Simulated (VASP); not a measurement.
Wanted: the native input for a VASP 6.6.1 run.

| Property | Result |
| --- | --- |
| Task | band structure |
| Functional | PBE |
| Dispersion | D3(BJ) |
| Potentials or basis | VASP PAW PBE potentials, release 64 (Sb) |
| Cutoff | 520 eV |
| k mesh | 6 × 6 × 6 |
| Occupations | gaussian, width 0.03 eV |
| Spin | spin-orbit coupling, no magnetisation |
| Further INCAR settings | ALGO = Fast; EDIFF = 1e-07; NBANDS = 24 |

The structure of Sb lies in POSCAR:

```
Sb                                      
1.0
    2.1625869059      1.2485701364      3.6720202478
   -2.1625869059      1.2485701364      3.6720202478
    0.0000000000     -2.4971402631      3.6720202479
  Sb            
     2
Direct
     0.2366305821926468    0.2366305821926468    0.2366305821926397
     0.7633694178073532    0.7633694178073532    0.7633694178073603
```

The cell was built by a generator and needn't be a form met in nature.

These files were run (other wordings do the same):

INCAR

```
SYSTEM = Sb
ALGO = Fast
EDIFF = 1E-7
ENCUT = 520
GGA = PE
GGA_COMPAT = .False.
ISIF = 2
ISMEAR = 0
IVDW = 12
LASPH = .True.
LCHARG = .False.
LNONCOLLINEAR = .True.
LORBIT = 11
LREAL = .False.
LSORBIT = .True.
LWAVE = .False.
MAGMOM = 0 0 0 0 0 0
NBANDS = 24
NELM = 80
PREC = Accurate
SIGMA = 0.03
```

KPOINTS

```
k-points
0
Gamma
  6 6 6
  0 0 0
```

KPOINTS_OPT

```
explicit points
188
Reciprocal
 0.0000000000  0.0000000000  0.0000000000 1
 0.0263157895  0.0000000000  0.0000000000 1
 0.0526315789  0.0000000000  0.0000000000 1
 0.0789473684  0.0000000000  0.0000000000 1
 0.1052631579  0.0000000000  0.0000000000 1
 0.1315789474  0.0000000000  0.0000000000 1
[... 180 lines left out ...]
 0.6298282751  0.6298282751  0.2403434497 1
 0.6298282751  0.3701717249  0.0000000000 1
```

Potentials or basis: VASP PAW PBE potentials, release 64 (Sb).

The run is started by

```sh
$ cat potpaw_PBE.64/Sb/POTCAR > POTCAR
$ mpirun -np 1 vasp_ncl > vasp.out
```

Results of the run:

```json
{"Pressure": "0.2 GPa", "Largest force": "0.139 eV/Å", "Valence electrons inside the program's atomic spheres": "Sb 2.40", "Dispersion energy per atom": "-0.480 eV"}
```

It took 7.2 min on 1 thread of Intel(R) Xeon(R) Platinum 8259CL CPU @ 2.50GHz (Skylake/Cascade Lake) (shared host), peak memory 0.4 GiB.
